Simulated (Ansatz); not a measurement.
Runs of Ansatz 0.2.0 on AlNi. It takes space group Cmmm (No. 65, orthorhombic). The conventional cell has a = 3.877 Å, b = 3.906 Å, c = 3.099 Å, α = 90.00°, β = 90.00°, γ = 90.00°. Ni (site symmetry mmm) has 8 Al at 2.48 to 2.49 Å and 4 Ni at 2.75 Å as nearest neighbours. Al (site symmetry mmm) has 8 Ni at 2.48 to 2.49 Å and 4 Al at 2.75 Å as nearest neighbours. The cell comes from a database or a generator and needn't be the stable form of this composition.

| task | level | spin | fixed moment (μB) | cell | k mesh | gap on the mesh (eV) | pressure (GPa) | moment (μB) | relaxed volume (Å³/atom) |
| --- | --- | --- | --- | --- | --- | --- | --- | --- | --- |
| relaxation of cell and atoms | PBEsol+D4 | collinear, ferromagnetic start | - | relaxed | 10 × 10 × 9 | none | 0.0 | 0.00 | 11.51 |
| single point | PBEsol | off | - | as given | 10 × 10 × 9 | none | 0.5 | - | - |
| single point | PBEsol | collinear, ferromagnetic start | 0.2 | as given | 8 × 8 × 7 | - | 0.6 | 0.20 | - |
| single point | PBEsol | collinear, ferromagnetic start | 1.2 | as given | 8 × 8 × 7 | - | (a) | 1.20 | - |
| single point | PBEsol | collinear, ferromagnetic start | 1.5 | as given | 8 × 8 × 7 | - | (c) | 1.50 | - |
| relaxation of cell and atoms | PBEsol+D3(BJ) | collinear, ferromagnetic start | - | relaxed | 10 × 10 × 9 | none | 0.0 | 0.00 | 11.34 |
| relaxation of cell and atoms | PBEsol+D3(BJ)-ATM | collinear, ferromagnetic start | - | relaxed | 10 × 10 × 9 | none | 0.0 | 0.00 | 11.42 |
| single point | PBEsol | collinear, ferromagnetic start | - | as given | 10 × 10 × 9 | none | 0.5 | 0.00 | - |
| single point | PBEsol | collinear, random start | - | as given | 10 × 10 × 9 | none | 0.5 | 0.00 | - |
| single point | PBEsol | collinear, ferromagnetic start | 2.0 | as given | 8 × 8 × 7 | - | 19.2 | 2.00 | - |
| single point | PBEsol | collinear, ferromagnetic start | 0.5 | as given | 8 × 8 × 7 | - | (b) | 0.50 | - |
| single point | PBEsol | collinear, ferromagnetic start | 1.0 | as given | 8 × 8 × 7 | - | 4.4 | 1.00 | - |

Alike in all rows: potentials or basis Ansatz PAW; cutoff (eV) 420; smearing fermi-dirac 0.05 eV.

Q: Fill in the values left out.

A: (a) 6.7; (b) 1.2; (c) 11.3.

Caveats: the PAW data sets come from PBE, with cores solved anew for the run's functional, which leaves a small shift of forces and pressure; the total moment is fixed, so each spin has its own Fermi level (some runs); the thresholds are loose for stress (some runs); the starting moments weren't kept (some runs); the plane-wave basis is chosen anew once the cell has moved, so the energies of steps on either side of that aren't comparable (some runs); pairwise dispersion overbinds metals, which lowers pressure and volume (some runs).

A gap of «none» marks a metal or a gap under the smearing width.
